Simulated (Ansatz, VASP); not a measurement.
**HgTe (Coloradoite) in VASP and in Ansatz**

INCAR

```
AGGAC = 1.0
AGGAX = 1.0
ALDAC = 0.0
ALDAX = 1.0
ALGO = Normal
EDIFF = 1E-6
EDIFFG = -0.005
ENCUT = 600
GGA = B5
IBRION = 2
ISIF = 3
ISMEAR = -1
IVDW = 12
LASPH = T
LCHARG = F
LREAL = F
LWAVE = F
NELM = 100
NSW = 80
PREC = Accurate
SIGMA = 0.05
VDW_A1 = 0.4298
VDW_A2 = 4.2359
VDW_S6 = 1.0
VDW_S8 = 2.6996
```

KPOINTS

```
k-points
0
Gamma
  7 7 7
```

Contents of POSCAR:

```
HgTe
1.0
    0.0000000000      3.2145000000      3.2145000000
    3.2145000000      0.0000000000      3.2145000000
    3.2145000000      3.2145000000      0.0000000000
Hg Te
1 1
Direct
    0.0000000000      0.0000000000      0.0000000000
    0.7500000000      0.7500000000      0.7500000000
```

The input input.yaml:

```yaml
crystal:
  lattice:
    - [0.0, 3.2145, 3.2145]
    - [3.2145, 0.0, 3.2145]
    - [3.2145, 3.2145, 0.0]
  atoms:
    - { symbol: Hg, position: [0.0, 0.0, 0.0] }
    - { symbol: Te, position: [0.75, 0.75, 0.75] }
kpoints:
  mp_grid: { grid: [7, 7, 7] }
scf:
  occupations: { method: fermi_dirac, width: 0.05 }
hamiltonian:
  xc: blyp
  dispersion: d3bj
  pseudopotentials: { kind: all_electron, lapw: { basis_error: 0.001 } }
output:
  forces: true
  stress: true
relax:
  f_tol: 0.005
  max_steps: 60
  cell: {}
```

Alike in both runs: task relaxation of cell and atoms; functional BLYP; dispersion D3(BJ); k mesh 7 × 7 × 7; occupations fermi-dirac, width 0.05 eV; no spin polarisation.

```csv
,VASP,Ansatz
version,VASP 6.6.1,Ansatz 0.2.0
potentials or method,"VASP PAW PBE potentials, release 64 (Hg, Te)","all-electron LAPW, scalar-relativistic"
plane-wave cutoff (eV),600,see its input
```

VASP gave:

| Quantity | Value |
| --- | --- |
| relaxed volume (Å³/atom) | 35.64 |
| relaxed cell length with the largest relative difference (Å) | 4.654 |
| energy change over the relaxation (meV/atom) | -23 |

Task: Estimate Ansatz's values.

Result: Relaxed volume (Å³/atom): 35.39; relaxed cell length with the largest relative difference (Å): 4.643; energy change over the relaxation (meV/atom): -19.

Ansatz ran all-electron here, so the differences hold the error of VASP's frozen core and of both bases.

Caveats: the PAW data sets were made with another functional, which shifts forces and pressure a little (VASP); pairwise dispersion overbinds metals, which lowers pressure and volume (VASP). Zero-point motion and thermal expansion aren't in these numbers. The runs have no spin-orbit coupling, so splittings on Hg, Te are missing.
